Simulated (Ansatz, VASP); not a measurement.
Sb in VASP and in Ansatz

Contents of INCAR:

```
SYSTEM = Sb
ALGO     = Normal         ! electronic algorithm
EDIFF    = 1E-6           ! SCF threshold, eV
ENCUT    = 520            ! plane-wave cutoff, eV
GGA      = PS             ! functional
ISIF     = 2              ! what is computed and relaxed
ISMEAR   = -1             ! smearing method
LASPH    = .TRUE.         ! aspherical terms in the spheres
LCHARG   = .TRUE.         ! write CHGCAR
LELF     = .TRUE.         ! ELF
LREAL    = .FALSE.        ! projectors in reciprocal space
LVHAR    = .TRUE.       
LWAVE    = .FALSE.        ! write WAVECAR
NBANDS   = 18             ! bands
NELM     = 60             ! most SCF steps
PREC     = Accurate       ! precision mode
SIGMA    = 0.05           ! smearing width, eV
```

Contents of KPOINTS:

```
k-points
0
G
  7 7 7
  0 0 0
```

File POSCAR:

```
Sb
1.0
   -4.0300106443      4.0300106443      2.0254867038
    4.0300106443     -4.0300106443      2.0254867038
    4.0300106443      4.0300106443     -2.0254867038
Sb
4
Direct
    0.6512630600      0.1512630600      0.8025261200
    0.1512630600      0.3487369400      0.5000000000
    0.3487369400      0.8487369400      0.1974738800
    0.8487369400      0.6512630600      0.5000000000
```

Contents of input.yaml:

```yaml
crystal:
  lattice:
    - [-4.0300106443, 4.0300106443, 2.0254867038]
    - [4.0300106443, -4.0300106443, 2.0254867038]
    - [4.0300106443, 4.0300106443, -2.0254867038]
  atoms:
    - { symbol: Sb, position: [0.65126306, 0.15126306, 0.80252612] }
    - { symbol: Sb, position: [0.15126306, 0.34873694, 0.5] }
    - { symbol: Sb, position: [0.34873694, 0.84873694, 0.19747388] }
    - { symbol: Sb, position: [0.84873694, 0.65126306, 0.5] }
kpoints:
  mp_grid: { grid: [7, 7, 7] }
  band_path:
    path:
      - [0.0, 0.0, 0.0]
      - [0.0, 0.0, 0.5]
      - [-0.5, 0.5, 0.5]
      - [0.0, 0.0, 0.0]
      - [0.3131518991, 0.3131518991, -0.3131518991]
      - [0.25, 0.25, 0.25]
      - [0.0, 0.5, 0.0]
      - [-0.3131518991, 0.6868481009, 0.3131518991]
    npoints: 10
scf:
  occupations: { method: fermi_dirac, width: 0.05 }
hamiltonian:
  xc: pbesol
  pseudopotentials: { kind: all_electron, lapw: { basis_error: 0.002 } }
output:
  forces: true
  stress: true
  eigenvalues: true
```

Alike in both runs: functional PBEsol; k mesh 7 × 7 × 7; occupations fermi-dirac, width 0.05 eV; no spin polarisation.

|  | VASP | Ansatz |
| --- | --- | --- |
| version | VASP 6.6.1 | Ansatz 0.2.0 |
| potentials or method | VASP PAW PBE potentials, release 64 (Sb) | all-electron LAPW, scalar-relativistic |
| plane-wave cutoff (eV) | 520 | see its input |
| task | single point | band structure |

|  | VASP | Ansatz | Ansatz less VASP |
| --- | --- | --- | --- |
| gap on the k mesh at the Fermi level (eV) | none | none | - |
| pressure (GPa) | -0.7 | -0.7 | -0.04 |
| largest component of the traceless stress (GPa) | 0.14 | 0.12 | -0.026 |
| rms of the force components (eV/Å) | 0.030 | 0.025 | -0.0052 |

Atom by atom the forces differ by 0.005 eV/Å (rms over components). A gap of «none» marks a metal or a gap that the smearing closes. Ansatz ran all-electron here, so the differences hold the error of VASP's frozen core and of both bases.

Caveats: the PAW data sets were made with another functional, which shifts forces and pressure a little (VASP); spin-orbit coupling is left out, which moves the levels of the heavy elements (Ansatz). Spin-orbit coupling is left out, which matters for the levels of Sb.
